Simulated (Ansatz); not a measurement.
Crystal: MgSe.

```xyz
2
Lattice="0.0000 2.7255 2.7255 2.7255 0.0000 2.7255 2.7255 2.7255 0.0000" Properties=species:S:1:pos:R:3 pbc="T T T"
Se    2.7255    2.7255    2.7255
Mg    0.0000    0.0000    0.0000
```

Base run:

- Program: Ansatz 0.2.0
- Functional: PBE
- Potentials or basis: Ansatz PAW
- Cutoff: 420 eV
- Density cutoff: 1680 eV
- k mesh: 8 × 8 × 8
- Occupations: fermi-dirac, width 0.05 eV
- Spin: no spin polarisation

Its results: band gap on the k mesh 1.82 eV, indirect (least direct gap 2.61 eV); pressure 2.0 GPa.

Problem. The run is repeated on the same cell with these changes: functional from PBE to PBEsol; occupations from fermi-dirac, width 0.05 eV to gaussian, width 0.02 eV. What comes out?

Solution. Band gap on the k mesh 1.77 eV, indirect (least direct gap 2.50 eV); pressure 0.0 GPa.

Caveats: the PAW data sets come from PBE, with cores solved anew for the run's functional, which leaves a small shift of forces and pressure (some runs).

A k mesh can miss the band edges.

Not every run made on this cell is shown here.
